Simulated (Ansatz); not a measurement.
F (C2/c) from a database of computed structures, relaxed with r2SCAN+rVV10 in Ansatz 0.2.0: it is monoclinic, C2/c (No. 15); conventional cell a = 4.946 Å, b = 3.231 Å, c = 6.535 Å, β = 90.4°, 13.05 Å³ an atom. F is surrounded by 1 F at 1.40 Å. The primitive cell holds 4 atoms in 52.22 Å³. Calculated for a static, non-magnetic cell.

Computed values: PBE gives a gap of 2.95 eV and PBE0 (25 % exact exchange) 6.97 eV; one over PBE's mean ε∞ is 0.495. r2SCAN gives 3.81 eV and r2SCAN0 (25 %) 7.55 eV. HSE06 (6×6×4) gives a least gap of 6.16 eV, direct.

Question: Taking the gap as linear in the share of unscreened exchange, estimate the gap of the hybrid whose share is 1/ε∞.

Answer: The slope is (6.97 − 2.95)/0.25 = 16.08 eV per unit share, so E_g ≈ 2.95 + 16.08 × 0.495 = 10.91 eV. The run with that share gives 10.95 eV (6×6×4 mesh), +0.04 eV from the straight line.

Question: Interpolate to r2SCANh, with 10 % exact exchange.

Answer: 3.81 + (7.55 − 3.81) × 0.10/0.25 = 5.31 eV; the run gives 5.30 eV (-0.01 eV against the interpolation).

Question: At what wavelength does absorption set in by HSE06, excitons left aside?

Answer: λ = 1239.84 eV nm/E: 201 nm for the least gap. That lies in the ultraviolet, so by this gap the crystal is transparent to visible light.

The meshes of the hybrids are coarse, so their gaps aren't converged to the digits shown.
